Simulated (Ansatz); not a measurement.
The cell is a measured one (Crystallography Open Database entry 2101853); the temperature and pressure of the measurement aren't taken into account, and nothing was relaxed. The listed cell was then made from it by scaling, straining or moving an atom.

An input for SnO$_{2}$: DFT, LDA, PAW with Ansatz's default frozen-core files, scalar-relativistic (Ansatz 0.2.0). The PAW files were made with PBE; their cores are remade for this functional.

Command: `ansatz run input.yaml --threads 2 --pin off --max-ram 8192MiB --backend cpu --events-out ev --progress --plain --runs-dir out` The run took 3.3 s on 2 threads of Arm Neoverse V1 (shared host), peak memory 0.39 GiB.

```yaml
crystal:
  lattice:
    - [4.73735, -0.07106025, -0.07106025]
    - [-0.07106025, 4.73735, -0.07106025]
    - [-0.047796, -0.047796, 3.1864]
  atoms:
    - { symbol: Sn, position: [0.0, 0.0, 0.0] }
    - { symbol: Sn, position: [0.5, 0.5, 0.5] }
    - { symbol: O, position: [0.30562, 0.30562, 0.0] }
    - { symbol: O, position: [0.19438, 0.80562, 0.5] }
    - { symbol: O, position: [0.69438, 0.69438, 0.0] }
    - { symbol: O, position: [0.80562, 0.19438, 0.5] }
kpoints:
  mp_grid: { grid: [4, 4, 6] }
scf:
  occupations: { method: fermi_dirac, width: 0.03 }
hamiltonian:
  xc: lda
  pseudopotentials: { kind: paw }
output:
  forces: true
  stress: true
  eigenvalues: true
  efg: { contact_densities: true }
```

The results part of the log:

```
SCF 1 converged in 7 iterations: F = -13980.270605 eV  dr2 = 7.14e-8
  greatest PAW one-centre occupation: 0.998 electrons in one spin orbital (limit 2), on the Sn atom at site 0 (counted from 0), in its partial waves of l = 2
SCF converged after 7 iterations
Free energy (F): -13980.270605 eV
Harris-Foulkes:  -13980.270605 eV  (|F-HF|=3.41e-8)
Internal energy: -13980.270605 eV  (E = F + TS)
E sigma→0 (E₀):  -13980.270605 eV
Fermi energy:    9.745454 eV
--- Per-component energies (eV) ---
  E_band       = -130.871854
  E_kinetic    = 1081.203941
  E_local      = -2863.964238  (includes V_loc(G=0)·N_el)
  E_nonlocal   = 151.019071
  E_hartree    = 1479.917385
  E_xc         = -1041.992496
  E_vxc        = -564.407437  (∫ρ·V_xc dr)
  E_paw        = -8602.611135  (= ΣΔE_a)
  E_vpaw       = -894.582139  (= ΣTr[D̂ρ^β])
  E_aug_tail   = 0.010103  (compensation charges beyond the density's cutoff)
  E_ewald      = -4185.090717
  E_core_change = 1.237482  (= ΣΔE_core)
  E_smearing   = -0.000000  (= −TS)
  E_closure    = -0.000000  (closes the sum)
  Σ components = -13980.270605   (vs F -13980.270605, Δ=0.00e0)
--- Forces (eV/Å), atoms counted from 1 ---
  atom   1  Sn     0.00000000    -0.00000000     0.00000000
  atom   2  Sn     0.00000000     0.00000000    -0.00000000
  atom   3  O      0.09152674     0.09152674    -0.35569598
  atom   4  O      0.00103311    -0.00103311     0.00000000
  atom   5  O     -0.09152674    -0.09152674     0.35569598
  atom   6  O     -0.00103311     0.00103311    -0.00000000
  max |Σ_I F_I| component: 1.26e-17 eV/Å
--- Stress (GPa, compression-positive) ---
       -0.601869       6.296830       3.532691
        6.296830      -0.601869       3.532691
        3.532691       3.532691       0.005993
  P = ⅓ Tr σ = -0.3992 GPa (-3.992 kbar)
--- PAW observables at the nuclei: V_zz in 10²¹ V/m², potentials from the cell's mean, atoms counted from 1 ---
  atom   1  Sn V_zz =    +6.398889   η = 0.4821   by run symmetry: allowed
            electrostatic potential = -8174.239945 V   contact ρ = 1231311.496870 e/Å³
  atom   2  Sn V_zz =   -10.091928   η = 0.6742   by run symmetry: allowed
            electrostatic potential = -8174.088259 V   contact ρ = 1231312.003222 e/Å³
  atom   3  O  V_zz =   -10.559309   η = 0.0648   by run symmetry: allowed
            electrostatic potential = -626.672342 V   contact ρ = 2124.719460 e/Å³
  atom   4  O  V_zz =   -10.554041   η = 0.1819   by run symmetry: allowed
            electrostatic potential = -626.845781 V   contact ρ = 2124.867218 e/Å³
  atom   5  O  V_zz =   -10.559309   η = 0.0648   by run symmetry: allowed
            electrostatic potential = -626.672342 V   contact ρ = 2124.719460 e/Å³
  atom   6  O  V_zz =   -10.554041   η = 0.1819   by run symmetry: allowed
            electrostatic potential = -626.845781 V   contact ρ = 2124.867218 e/Å³
--- Band table (eV; the first three rows and the last of 34) ---
  k-point 0: bands = ["-11.8865", "-11.0884", "-10.8833", "-10.8123", "-10.7033", "-10.6808", "-10.6755", "-10.5800", "-10.5171", "-10.4840", "-9.5782", "-7.8628", "-7.4581", "-5.8041", "0.8803", "4.9095", "4.9762", "5.2079", "5.9739", "7.1457", "7.2458", "7.7558", "8.0616", "8.2983", "8.4791", "9.1915", "10.2994", "15.1357", "15.1513", "15.3439", "19.2621"]
  k-point 1: bands = ["-11.7577", "-11.1384", "-10.9426", "-10.9187", "-10.7840", "-10.6759", "-10.6695", "-10.6180", "-10.5166", "-10.5162", "-9.4228", "-7.4306", "-7.0720", "-6.0157", "0.8543", "4.8457", "5.2416", "5.2636", "5.6324", "6.1606", "6.8174", "7.0141", "7.1341", "8.3062", "8.5039", "8.9505", "11.7867", "15.6418", "16.2238", "16.4275", "18.1208"]
  k-point 2: bands = ["-11.5832", "-11.3997", "-11.2819", "-10.8991", "-10.6928", "-10.6804", "-10.6448", "-10.5718", "-10.5439", "-10.5149", "-8.8325", "-6.7535", "-6.6025", "-6.3623", "1.0009", "3.3954", "4.9061", "5.2150", "5.5361", "6.0184", "6.1361", "6.2215", "6.6925", "8.0219", "8.3138", "8.3233", "13.7964", "15.9130", "17.6634", "18.3602", "18.3713"]
  k-point 33: bands = ["-11.7323", "-11.4507", "-11.1761", "-11.0832", "-10.7076", "-10.6307", "-10.6006", "-10.5999", "-10.5072", "-10.4625", "-7.7354", "-7.4545", "-6.3328", "-6.1191", "0.9532", "1.0523", "3.9471", "4.1330", "6.4045", "6.6528", "6.7491", "6.7684", "8.1167", "8.1658", "8.2570", "8.5472", "13.7297", "13.8979", "17.6681", "17.9502", "19.7991"]
```
